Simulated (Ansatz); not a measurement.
# SnS2 (Berndtite-2T): the cost of one run

All numbers are computed with the Python package of Ansatz 0.2.0. Level of theory: DFT PBE, plane waves, PAW.

### 1 The structure

The structure is trigonal, space group P-3m1 (No. 164). Conventional cell: a = 3.639 Å, b = 3.639 Å, c = 5.868 Å, α = 90.00°, β = 90.00°, γ = 120.00°. Sn (site symmetry -3m) has 6 S at 2.56 Å as nearest neighbours. S (site symmetry 3m) has 3 Sn at 2.56 Å as nearest neighbours.

No structure file is read: the coordinates are typed or built in the script.

### 2 The code

File ecut.py:

```python
"""Convergence of SnS2 with the plane-wave cutoff."""

import csv
import warnings

import ansatz as az
from ase import Atoms

warnings.simplefilter("ignore", az.DeckWarning)

atoms = Atoms(
    ["Sn", "S", "S"],
    scaled_positions=[
        (0.0, 0.0, 0.0),
        (1 / 3, 2 / 3, 0.25),
        (2 / 3, 1 / 3, 0.75),
    ],
    cell=[
        (3.639, 0.0, 0.0),
        (-1.8195, 3.15146644, 0.0),
        (0.0, 0.0, 5.868),
    ],
    pbc=True,
)
structure = az.Crystal.from_ase(atoms)

model = structure.calculation()
model = model.kpoints(mesh=(6, 6, 4))
model = model.occupations(az.OccupationsMethod.FIXED)
model = model.scf(tolerance=1e-09)
model = model.forces()
model = model.stress()

rows = []
for value in [250, 350, 450, 550, 650]:
    r = model.basis(value).run(threads=1, pin="off").report
    rows.append((value, r["free_energy_ev"] / len(r["lattice"]["sites"]), r["n_iterations"], sum(r["stress_gpa"][i][i] for i in range(3)) / 3, max(abs(f) for row in r["forces_ev_ang"] for f in row), r["n_pw"]))

with open("ecut.csv", "w", newline="") as handle:
    writer = csv.writer(handle)
    writer.writerow(["cutoff (eV)", "F/atom (eV)", "iterations", "P (GPa)", "max component (eV/A)", "plane waves"])
    writer.writerows([round(v, 5) if isinstance(v, float) else v for v in row] for row in rows)

# the last row is the reference
for row in rows[:-1]:
    shift = 1000 * (row[1] - rows[-1][1])
    print(f"{row[0]}: {shift:+.2f} meV/atom" + ("  (within 2 meV)" if abs(shift) < 2 else ""))
```

### 3 The input behind the calls

The package turns the script's settings into the engine's input (first run):

```yaml
crystal:
  lattice:
    - [3.639, 0.0, 0.0]
    - [-1.8195, 3.15146644, 0.0]
    - [0.0, 0.0, 5.868]
  atoms:
    - { symbol: Sn, position: [0.0, 0.0, 0.0] }
    - { symbol: S, position: [0.33333333333333326, 0.6666666666666665, 0.25] }
    - { symbol: S, position: [0.6666666666666666, 0.33333333333333326, 0.7499999999999999] }
basis:
  ecutwfc: 250.0
kpoints:
  mp_grid:
    grid: [6, 6, 4]
scf:
  convergence:
    dr2_threshold: 1.0e-09
  occupations:
    method: fixed
output:
  forces: true
  stress: true
```

### 4 Launch

Started as:

```
python ecut.py
```

What time and memory should one allow on 1 thread of Arm Neoverse N1, shared host?

About 24 s, with a peak of 0.44 GiB.
